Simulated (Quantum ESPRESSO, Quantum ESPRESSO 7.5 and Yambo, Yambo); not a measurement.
# Beyond one shot: CsH (Fm-3m)

Wanted: G0W0 and self-consistent gaps of CsH (Fm-3m), with the cost of the cycles.

Calculated with Quantum ESPRESSO 7.5 and Yambo 5.3.0; PBEsol and many-body steps on it, plane waves.

Report form: the programs' logs are mostly left out.

The database entry behind the starting cell differs from later determinations by our own check (0.1 to 0.3 % short, probably kX units), so it need not match the best structure at ambient conditions.

### 1. Set-up

Symmetry: Fm-3m, No. 225, cubic system. Conventional cell: a = 6.376 Å, b = 6.376 Å, c = 6.376 Å, α = 90.00°, β = 90.00°, γ = 90.00°. Nearest to Cs lie 6 H at 3.19 Å. H has 6 Cs at 3.19 Å nearest. Farther neighbours are not listed.

The cell and positions come from the Crystallography Open Database and are kept as given unless a step says otherwise. Spin-orbit coupling is left out unless a step names it.

### 2. Empty states on the mesh, 4×4×4 mesh, 49 bands

This step: Quantum ESPRESSO 7.5; DFT, PBEsol, plane waves, norm-conserving pseudopotentials.

The sums over transitions need many empty states on a uniform mesh; this step solves for them.

pw.in reads:

```
&control
  calculation = 'nscf'
  prefix = 'x'
  outdir = 'o'
  pseudo_dir = 'pseudo'
/
&system
  ibrav = 0
  nat = 2
  ntyp = 2
  ecutwfc = 64.0
  nbnd = 49
  force_symmorphic = .true.
/
&electrons
  conv_thr = 1e-9
  electron_maxstep = 80
  diago_full_acc = .true.
  diago_thr_init = 5e-6
/
ATOMIC_SPECIES
  Cs 132.91 Cs.upf
  H 1.008 H.upf
CELL_PARAMETERS angstrom
  -0.0000000000 3.1880000000 3.1880000000
  3.1880000000 -0.0000000000 3.1880000000
  3.1880000000 3.1880000000 -0.0000000000
ATOMIC_POSITIONS crystal
  Cs 0.0000000000 0.0000000000 0.0000000000
  H 0.5000000000 0.5000000000 0.5000000000
K_POINTS automatic
  4 4 4 0 0 0
```

Launch:

```sh
$ OMP_NUM_THREADS=1 mpirun -n 4 pw.x -nk 4 -in pw.in > pw.out
```

Run time: 5.2 s. Hardware: 4 MPI ranks of Arm Neoverse V1, shared host; peak memory 0.26 GiB.

This step gave:

- gap: 2.149 eV
- k of the valence top: 0, 0, -0.5
- k of the conduction bottom: 0, 0, -0.5
- least direct gap: 2.149 eV
- k points computed: 8
- lowest point of the top converged band, above the valence top: 35.10 eV

On this mesh the gap is 2.149 eV.

The density comes from a self-consistent run that is not shown.

### 3. Conversion and set-up

This step: Yambo 5.3.0; conversion and set-up on PBEsol, plane waves, norm-conserving pseudopotentials.

The states are converted to the many-body program's format and the q mesh is built.

Launch:

```sh
$ (cd o/x.save; p2y > p2y.log; mv SAVE ../..); yambo > setup.log
```

The job ended after 2.7 s (1 MPI rank; peak memory 0.25 GiB).

### 4. G0W0

G0W0 replaces the xc potential by the self-energy, built once from these orbitals. Only a window of levels is corrected, while the sums run over the empty bands that the input names.

This step: G0W0 on PBEsol, plane waves, norm-conserving pseudopotentials.

gw1.in reads:

```
HF_and_locXC
gw0
dyson
ppa
em1d
rim_cut
RandQpts= 1000000
RandGvec= 1 RL
EXXRLvcs= 64 Ry
VXCRLvcs= 256 Ry
Chimod= "HARTREE"
% BndsRnXp
 1 | 49 |
%
NGsBlkXp= 6 Ry
% LongDrXp
 1 | 1 | 1 |
%
% GbndRnge
 1 | 49 |
%
DysSolver= "n"
ExtendOut
PPAPntXp= 27.21138 eV
% QPkrange
 1 | 8 | 2 | 9 |
%
```

Launch:

```sh
$ OMP_NUM_THREADS=1 mpirun -n 4 yambo -F gw1.in -J gw1 -C gw1 > gw1.log
```

Elapsed: 75 s, on 4 MPI ranks; peak memory 1.4 GiB.

This step gave:

| Property | Result |
| --- | --- |
| G0W0 gap on the mesh | 4.151 eV |
| starting gap on the mesh | 2.149 eV |
| k of the valence top | 0, 0, -0.5 |
| k of the conduction bottom | 0, 0, -0.5 |
| least direct G0W0 gap on the computed points | 4.151 eV |
| Z at the valence top | 0.8000 |
| Z at the conduction bottom | 0.8510 |

The gap on the mesh goes from 2.15 eV to 4.15 eV, a correction of +2.00 eV.

### 5. evGW0, cycle 1

This step: evGW0 on PBEsol, plane waves, norm-conserving pseudopotentials.

gw2.in, as its differences from gw1.in of step 4:

```diff
@@ -27 +27,2 @@
 %
+GfnQPdb= "E < ./gw1/ndb.QP"
```

Launch:

```sh
$ OMP_NUM_THREADS=1 mpirun -n 4 yambo -F gw2.in -J gw2,gw1_W -C gw2 > gw2.log
```

It took 69 s on 4 MPI ranks; peak memory 1.4 GiB.

Numbers from this step:

```
quasiparticle gap on the mesh                         : 4.347 eV
gap of the density functional on the mesh             : 2.149 eV
k of the valence top                                  : 0, 0, -0.5
k of the conduction bottom                            : 0, 0, -0.5
least direct quasiparticle gap on the computed points : 4.347 eV
Z at the valence top                                  : 0.8068
Z at the conduction bottom                            : 0.8739
```

Against G0W0 in Yambo (4×4×4 mesh, 49 bands, screening to 81.6 eV, Godby-Needs plasmon pole), the gap moves by +0.196 eV.

The program's own table gives 4.599 eV, which is too large where the input levels are shifted: this version takes Σc at the unshifted level E₀, yet steps from the shifted one. The value above is the Newton step from E₀, E₀ + Z(Σc + Σx − Vxc), rebuilt from the printed columns.

### 6. evGW0, cycle 2

The corrected levels of the last cycle go back in.

gw3.in, as its differences from gw2.in of step 5:

```diff
@@ -27,2 +27,2 @@
 %
-GfnQPdb= "E < ./gw1/ndb.QP"
+GfnQPdb= "E < ./gw2_fix/ndb.QP"
```

Launch:

```sh
$ OMP_NUM_THREADS=1 mpirun -n 4 yambo -F gw3.in -J gw3,gw1_W -C gw3 > gw3.log
```

Elapsed: 69 s, on 4 MPI ranks; peak memory 1.4 GiB.

This step gave:

| Property | Result |
| --- | --- |
| quasiparticle gap on the mesh | 4.365 eV |
| gap of the density functional on the mesh | 2.149 eV |
| k of the valence top | 0, 0, -0.5 |
| k of the conduction bottom | 0, 0, -0.5 |
| least direct quasiparticle gap on the computed points | 4.365 eV |

Against the cycle before, the gap moves by +0.018 eV.

The program's own table gives 4.638 eV, which is too large where the input levels are shifted: this version takes Σc at the unshifted level E₀, yet steps from the shifted one. The value above is the Newton step from E₀, E₀ + Z(Σc + Σx − Vxc), rebuilt from the printed columns.

### 7. evGW0, cycle 3

gw4.in, as its differences from gw3.in of step 6:

```diff
@@ -27,2 +27,2 @@
 %
-GfnQPdb= "E < ./gw2_fix/ndb.QP"
+GfnQPdb= "E < ./gw3_fix/ndb.QP"
```

Launch:

```sh
$ OMP_NUM_THREADS=1 mpirun -n 4 yambo -F gw4.in -J gw4,gw1_W -C gw4 > gw4.log
```

It took 68 s on 4 MPI ranks; peak memory 1.5 GiB; 4.5 min of CPU time.

Numbers from this step:

* quasiparticle gap on the mesh: 4.367 eV
* gap of the density functional on the mesh: 2.149 eV
* k of the valence top: 0, 0, -0.5
* k of the conduction bottom: 0, 0, -0.5
* least direct quasiparticle gap on the computed points: 4.367 eV

Against the cycle before, the gap moves by +0.002 eV.

The program's own table gives 4.641 eV, which is too large where the input levels are shifted: this version takes Σc at the unshifted level E₀, yet steps from the shifted one. The value above is the Newton step from E₀, E₀ + Z(Σc + Σx − Vxc), rebuilt from the printed columns.

### 8. evGW, cycle 1

This step: evGW on PBEsol, plane waves, norm-conserving pseudopotentials.

gw5.in, as its differences from gw4.in of step 7:

```diff
@@ -27,2 +27,3 @@
 %
-GfnQPdb= "E < ./gw3_fix/ndb.QP"
+GfnQPdb= "E < ./gw1/ndb.QP"
+XfnQPdb= "E < ./gw1/ndb.QP"
```

Launch:

```sh
$ OMP_NUM_THREADS=1 mpirun -n 4 yambo -F gw5.in -J gw5 -C gw5 > gw5.log
```

Elapsed: 75 s, on 4 MPI ranks; peak memory 1.4 GiB; 5 min of CPU time.

Numbers from this step:

* quasiparticle gap on the mesh: 4.821 eV
* gap of the density functional on the mesh: 2.149 eV
* k of the valence top: 0, 0, -0.5
* k of the conduction bottom: 0, 0, -0.5
* least direct quasiparticle gap on the computed points: 4.821 eV

Against G0W0 in Yambo (4×4×4 mesh, 49 bands, screening to 81.6 eV, Godby-Needs plasmon pole), the gap moves by +0.670 eV.

The program's own table gives 5.030 eV, which is too large where the input levels are shifted: this version takes Σc at the unshifted level E₀, yet steps from the shifted one. The value above is the Newton step from E₀, E₀ + Z(Σc + Σx − Vxc), rebuilt from the printed columns.

### 9. evGW, cycle 2

gw6.in, as its differences from gw5.in of step 8:

```diff
@@ -27,3 +27,3 @@
 %
-GfnQPdb= "E < ./gw1/ndb.QP"
-XfnQPdb= "E < ./gw1/ndb.QP"
+GfnQPdb= "E < ./gw5_fix/ndb.QP"
+XfnQPdb= "E < ./gw5_fix/ndb.QP"
```

Launch:

```sh
$ OMP_NUM_THREADS=1 mpirun -n 4 yambo -F gw6.in -J gw6 -C gw6 > gw6.log
```

It took 80 s on 4 MPI ranks; peak memory 1.4 GiB.

Numbers from this step:

| Item | Value |
| --- | --- |
| quasiparticle gap on the mesh | 5.006 eV |
| gap of the density functional on the mesh | 2.149 eV |
| k of the valence top | 0, 0, -0.5 |
| k of the conduction bottom | 0, 0, -0.5 |
| least direct quasiparticle gap on the computed points | 5.006 eV |

Against the cycle before, the gap moves by +0.185 eV.

The program's own table gives 5.257 eV, which is too large where the input levels are shifted: this version takes Σc at the unshifted level E₀, yet steps from the shifted one. The value above is the Newton step from E₀, E₀ + Z(Σc + Σx − Vxc), rebuilt from the printed columns.

### 10. evGW, cycle 3

gw7.in, as its differences from gw6.in of step 9:

```diff
@@ -27,3 +27,3 @@
 %
-GfnQPdb= "E < ./gw5_fix/ndb.QP"
-XfnQPdb= "E < ./gw5_fix/ndb.QP"
+GfnQPdb= "E < ./gw6_fix/ndb.QP"
+XfnQPdb= "E < ./gw6_fix/ndb.QP"
```

Launch:

```sh
$ OMP_NUM_THREADS=1 mpirun -n 4 yambo -F gw7.in -J gw7 -C gw7 > gw7.log
```

The job ended after 80 s (4 MPI ranks; peak memory 1.4 GiB).

Numbers from this step:

| Quantity | Value |
| --- | --- |
| quasiparticle gap on the mesh | 5.054 eV |
| gap of the density functional on the mesh | 2.149 eV |
| k of the valence top | 0, 0, -0.5 |
| k of the conduction bottom | 0, 0, -0.5 |
| least direct quasiparticle gap on the computed points | 5.054 eV |

Against the cycle before, the gap moves by +0.048 eV.

The program's own table gives 5.316 eV, which is too large where the input levels are shifted: this version takes Σc at the unshifted level E₀, yet steps from the shifted one. The value above is the Newton step from E₀, E₀ + Z(Σc + Σx − Vxc), rebuilt from the printed columns.

### 11. evGW, cycle 4

gw8.in, as its differences from gw7.in of step 10:

```diff
@@ -27,3 +27,3 @@
 %
-GfnQPdb= "E < ./gw6_fix/ndb.QP"
-XfnQPdb= "E < ./gw6_fix/ndb.QP"
+GfnQPdb= "E < ./gw7_fix/ndb.QP"
+XfnQPdb= "E < ./gw7_fix/ndb.QP"
```

Launch:

```sh
$ OMP_NUM_THREADS=1 mpirun -n 4 yambo -F gw8.in -J gw8 -C gw8 > gw8.log
```

It took 76 s on 4 MPI ranks; peak memory 1.4 GiB.

This step gave:

```
quasiparticle gap on the mesh                         : 5.066 eV
gap of the density functional on the mesh             : 2.149 eV
k of the valence top                                  : 0, 0, -0.5
k of the conduction bottom                            : 0, 0, -0.5
least direct quasiparticle gap on the computed points : 5.066 eV
```

Against the cycle before, the gap moves by +0.012 eV.

The program's own table gives 5.331 eV, which is too large where the input levels are shifted: this version takes Σc at the unshifted level E₀, yet steps from the shifted one. The value above is the Newton step from E₀, E₀ + Z(Σc + Σx − Vxc), rebuilt from the printed columns.

### 12. evGW, cycle 5

gw9.in, as its differences from gw8.in of step 11:

```diff
@@ -27,3 +27,3 @@
 %
-GfnQPdb= "E < ./gw7_fix/ndb.QP"
-XfnQPdb= "E < ./gw7_fix/ndb.QP"
+GfnQPdb= "E < ./gw8_fix/ndb.QP"
+XfnQPdb= "E < ./gw8_fix/ndb.QP"
```

Launch:

```sh
$ OMP_NUM_THREADS=1 mpirun -n 4 yambo -F gw9.in -J gw9 -C gw9 > gw9.log
```

Elapsed: 78 s, on 4 MPI ranks; peak memory 1.4 GiB.

This step gave:

| Property | Result |
| --- | --- |
| quasiparticle gap on the mesh | 5.070 eV |
| gap of the density functional on the mesh | 2.149 eV |
| k of the valence top | 0, 0, -0.5 |
| k of the conduction bottom | 0, 0, -0.5 |
| least direct quasiparticle gap on the computed points | 5.070 eV |

Against the cycle before, the gap moves by +0.003 eV.

The program's own table gives 5.334 eV, which is too large where the input levels are shifted: this version takes Σc at the unshifted level E₀, yet steps from the shifted one. The value above is the Newton step from E₀, E₀ + Z(Σc + Σx − Vxc), rebuilt from the printed columns.

### 13. Side by side

Times are wall times on 4 MPI ranks of Arm Neoverse V1, shared host, good to a factor of about two.

| run | mesh | bands | screening cutoff (eV) | DFT gap (eV) | gap on the mesh (eV) | direct (eV) | time |
| --- | --- | --- | --- | --- | --- | --- | --- |
| G0W0 | 4×4×4 | 49 | 81.6 | 2.149 | 4.151 | 4.151 | 75 s |
| evGW0, cycle 1 | 4×4×4 | 49 | 81.6 | 2.149 | 4.347 | 4.347 | 69 s |
| evGW0, cycle 2 | 4×4×4 | 49 | 81.6 | 2.149 | 4.365 | 4.365 | 69 s |
| evGW0, cycle 3 | 4×4×4 | 49 | 81.6 | 2.149 | 4.367 | 4.367 | 68 s |
| evGW, cycle 1 | 4×4×4 | 49 | 81.6 | 2.149 | 4.821 | 4.821 | 75 s |
| evGW, cycle 2 | 4×4×4 | 49 | 81.6 | 2.149 | 5.006 | 5.006 | 80 s |
| evGW, cycle 3 | 4×4×4 | 49 | 81.6 | 2.149 | 5.054 | 5.054 | 80 s |
| evGW, cycle 4 | 4×4×4 | 49 | 81.6 | 2.149 | 5.066 | 5.066 | 76 s |
| evGW, cycle 5 | 4×4×4 | 49 | 81.6 | 2.149 | 5.070 | 5.070 | 78 s |

### 14. Summary of results

| Property | Result |
| --- | --- |
| G0W0 | 4.151 eV |
| evGW0, cycle 1 | 4.347 eV |
| evGW0, cycle 2 | 4.365 eV |
| evGW0, cycle 3 | 4.367 eV |
| evGW, cycle 1 | 4.821 eV |
| evGW, cycle 2 | 5.006 eV |
| evGW, cycle 3 | 5.054 eV |
| evGW, cycle 4 | 5.066 eV |
| evGW, cycle 5 | 5.070 eV |
| known limits | not at the basis limit; no spin-orbit coupling |

evGW0 ends at 4.37 eV, +0.22 eV from G0W0, after 3 cycles that took 3.5 min beside the first screening; the last moved the gap by 0.002 eV. evGW ends at 5.07 eV, +0.92 eV from G0W0, after 5 cycles that took 6.5 min beside the first screening; the last moved the gap by 0.003 eV. Bands and cutoff are finite, so the gap is not at the basis limit. The miss can reach some tenths of an eV and take either sign; the mesh is an error of its own. The many-body steps are scalar-relativistic: spin-orbit coupling is not in them.

[Paths, hosts, dates, memory and timing lines, banners, echoed tables and standing remarks are left out of the program output.]

[Logs are printed without paths, hosts, clocks, repeated set-up lines and the standing remarks that a program may print on its own settings, such as how far it seeks lower states.]

[Runs of the session that timed out or met a known fault of the program may be left out.]

[Hosts, paths, dates, database ids (printed as entryN), source tags and the programs' standing remarks are cut or masked in the printed files.]
